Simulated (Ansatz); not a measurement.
## MoS₂: do energies and stresses tell the same story?

Theory: DFT PBE+D3(BJ), scalar-relativistic, plane waves, PAW (Ansatz).

Plane waves to 420 eV, a k mesh through Γ of 12×12×12 on the computed 3-atom cell and Gaussian smearing (0.02 eV); no spin polarisation.

Relaxed cell: R3m, a = 3.153 Å, b = 3.153 Å, c = 17.989 Å, α = 90.00°, β = 90.00°, γ = 120.00°, 3 atoms in the primitive cell.

Energies at zero smearing and pressures from the stress tensor, at volumes with shape and atoms relaxed:
```
V (Å³/atom) E − E(first) (meV/atom) P (GPa)
     15.144                     0.00    10.84
     15.661                   -28.43     6.99
     16.177                   -45.82     3.97
     16.693                   -54.69     1.67
     17.209                   -57.23     0.00
     17.726                   -55.30    -1.16
     18.242                   -50.44    -1.85
     18.930                   -41.46    -2.29
```

**Question.** Check P = −dE/dV between neighbouring volumes, and get the bulk modulus from the pressures alone.

**Answer.** With 1 eV/Å³ = 160.2 GPa:
```json
{"middle V (Å³/atom)": "15.402", "−ΔE/ΔV (GPa)": "8.823", "mean P (GPa)": "8.914"}
{"middle V (Å³/atom)": "15.919", "−ΔE/ΔV (GPa)": "5.396", "mean P (GPa)": "5.476"}
{"middle V (Å³/atom)": "16.435", "−ΔE/ΔV (GPa)": "2.753", "mean P (GPa)": "2.819"}
{"middle V (Å³/atom)": "16.951", "−ΔE/ΔV (GPa)": "0.789", "mean P (GPa)": "0.836"}
{"middle V (Å³/atom)": "17.468", "−ΔE/ΔV (GPa)": "-0.599", "mean P (GPa)": "-0.579"}
{"middle V (Å³/atom)": "17.984", "−ΔE/ΔV (GPa)": "-1.509", "mean P (GPa)": "-1.506"}
{"middle V (Å³/atom)": "18.586", "−ΔE/ΔV (GPa)": "-2.091", "mean P (GPa)": "-2.075"}
```

The two differ by 0.09 GPa at most. The mean of two end pressures misses the average over a step by about ΔV² P″/12, up to 0.07 GPa here; with that taken off 0.03 GPa remains, from the finite cutoff, the mesh or the relaxation's tolerance. Around V = 17.209 Å³/atom, the two neighbours give B = −V ΔP/ΔV = 17.209 × 2.83 / 1.033 = 47.2 GPa, against B0 = 44.7 GPa from the Birch–Murnaghan fit of the energies, which describes these points poorly (B0' = 11.1).

A ferromagnetic start lost its moments in a first run, so spin was left out; other magnetic orders weren't tried.

Cost: 9 runs of about 13 core-minutes in all, on Arm Neoverse V2 (shared hosts).